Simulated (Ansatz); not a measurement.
Sn:

```
CELL_PARAMETERS angstrom
0.00000 3.23334 3.23334
3.23334 0.00000 3.23334
3.23334 3.23334 0.00000
ATOMIC_POSITIONS crystal
Sn 0.75000 0.75000 0.75000
Sn 0.50000 0.50000 0.50000
```

This isn't the form of Sn at room conditions, which is tetragonal (white tin).

- Program: Ansatz 0.2.0
- Task: relaxation of cell and atoms
- Functional: RPBE
- Potentials or basis: all-electron LAPW, scalar-relativistic
- Basis error allowed: 0.001 eV/atom
- k mesh: 7 × 7 × 7
- Occupations: fermi-dirac, width 0.05 eV
- Spin: no spin polarisation

At the start: volume 33.80 Å³/atom.

Task: How do energy, volume and symmetry change on relaxing?

Result: Over 5 steps the energy falls by 63.0 meV/atom and the volume is 38.17 Å³/atom (+12.9 %); space group Fd-3m (No. 227, to 0.05 Å).

Step by step:
| step | energy change (eV) | largest force (eV/Å) | volume (Å³) |
| --- | --- | --- | --- |
| 1 | 0.0000 | 0.0000 | 67.61 |
| 2 | -0.1216 | 0.0000 | 78.25 |
| 3 | -0.1257 | 0.0000 | 76.79 |
| 4 | -0.1259 | 0.0000 | 76.34 |
| 5 | -0.1259 | 0.0000 | 76.34 |

Final structure:
```cif
data_structure
_symmetry_space_group_name_H-M 'P 1'
_symmetry_Int_Tables_number 1
_cell_length_a 4.7617
_cell_length_b 4.7617
_cell_length_c 4.7617
_cell_angle_alpha 60.000
_cell_angle_beta 60.000
_cell_angle_gamma 60.000
_cell_volume 76.34
loop_
_atom_site_label
_atom_site_type_symbol
_atom_site_fract_x
_atom_site_fract_y
_atom_site_fract_z
_atom_site_occupancy
Sn1 Sn 0.75000 0.75000 0.75000 1
Sn2 Sn 0.50000 0.50000 0.50000 1
```

Caveat: the volume moved by +13 % from the deposited cell, more than functionals usually miss.
